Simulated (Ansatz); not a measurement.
## ZnS: one atom moved along a line

Level of theory: DFT PBE, scalar-relativistic, plane waves, PAW in Ansatz 0.2.0. Cutoff 420 eV, Γ-centred 12×12×6 k-points, Gaussian smearing of 0.05 eV. No spin polarisation. Energies are free energies at this smearing, counted from the undisturbed cell; pressure is positive in compression.

The starting cell (as given, not relaxed at this level; it stands at 2.3 GPa):

```
Zn S
1.0
     3.81100    0.00000    0.00000
    -1.90550    3.30042    0.00000
     0.00000    0.00000    6.23400
Zn S
2 2
Direct
  0.33333 0.66667 0.00000
  0.66667 0.33333 0.50000
  0.33333 0.66667 0.38500
  0.66667 0.33333 0.88500
```

Atom 3 (S) is moved by x along the Cartesian unit vector (0.000, 0.000, 1.000); the cell and all other atoms stay fixed.

```csv
x (Å),ΔE (meV/cell),force along x on the moved atoms (eV/Å),pressure (GPa),gap on the mesh (eV)
-0.4500,?,7.28,7.2,?
-0.3000,389.0,3.49,3.8,2.04
-0.1500,54.4,1.16,2.4,2.18
0.0000,0.0,-0.32,2.3,2.25
0.0750,44.2,-0.84,2.6,2.24
0.1500,?,-1.25,3.0,?
0.2250,228.5,-1.56,3.5,2.24
0.3000,354.2,-1.78,4.0,2.24
0.3750,?,?,4.6,2.23
0.4500,643.5,-2.03,5.3,2.19
```

**Question.** Give the withheld values.

**Answer.** ΔE (meV/cell) at x (Å) = -0.4500: 1172.8; gap on the mesh (eV) at x (Å) = -0.4500: 1.84; ΔE (meV/cell) at x (Å) = 0.1500: 123.0; gap on the mesh (eV) at x (Å) = 0.1500: 2.23; ΔE (meV/cell) at x (Å) = 0.3750: 494.2; force along x on the moved atoms (eV/Å) at x (Å) = 0.3750: -1.94.